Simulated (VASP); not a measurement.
**W2C: single point with LDA**

Crystal: W2C.

```
CELL_PARAMETERS angstrom
3.07005 0.00000 0.00000
-1.53502 2.65874 0.00000
0.00000 0.00000 4.67843
ATOMIC_POSITIONS crystal
W 0.66667 0.33333 0.25367
W 0.33333 0.66667 0.74633
C 0.00000 0.00000 0.00000
```

The cell comes from a database or a generator and needn't be the stable form of this composition.

| Quantity | Value |
| --- | --- |
| Program | VASP 6.6.1 |
| Task | single point |
| Functional | LDA |
| Potentials or basis | VASP PAW LDA potentials, release 64 (W_sv_GW, C_GW) |
| Cutoff | 550 eV |
| k mesh | 10 × 10 × 6 |
| Occupations | gaussian, width 0.02 eV |
| Spin | no spin polarisation |

The pressure is -15.5 GPa. The largest force is 0.254 eV/Å and the band gap on the k mesh is none (metal or under the smearing width).

Forces in eV/Å, atoms in the order of the input:
```
W    0.000  0.000 -0.254
W    0.000  0.000  0.254
C    0.000  0.000  0.000
```

Stress tensor (GPa, compression positive):
```
-15.66   0.00   0.00
  0.00 -15.66   0.00
  0.00   0.00 -15.15
```

Levels at points of the mesh, in eV from the Fermi level:
```tsv
k point	band 12	band 13	band 14	band 15	band 16	band 17	band 18	band 19	band 20
(0.00, 0.00, 0.00)	-5.35	-3.77	-1.45	-1.32	-1.32	-1.05	-1.05	0.57	1.61
(0.50, 0.00, 0.00)	-5.67	-5.36	-3.31	-1.67	1.40	2.28	2.63	3.04	3.54
(0.00, 0.00, 0.50)	-5.67	-3.18	-2.70	-2.27	-2.27	1.06	1.06	1.64	3.31
(0.50, 0.00, 0.50)	-5.20	-4.03	-2.50	-2.33	-0.45	0.32	2.02	2.61	2.87
```

Run time: 59 s on 1 thread of Intel(R) Xeon(R) Platinum 8488C (Sapphire Rapids), with other jobs on the host, peak memory 0.18 GiB.

Caveat: so large a pressure means that the cell lies far from this level's equilibrium, or that cutoff or potentials fall short. The run has no spin-orbit coupling, so splittings on W are missing.
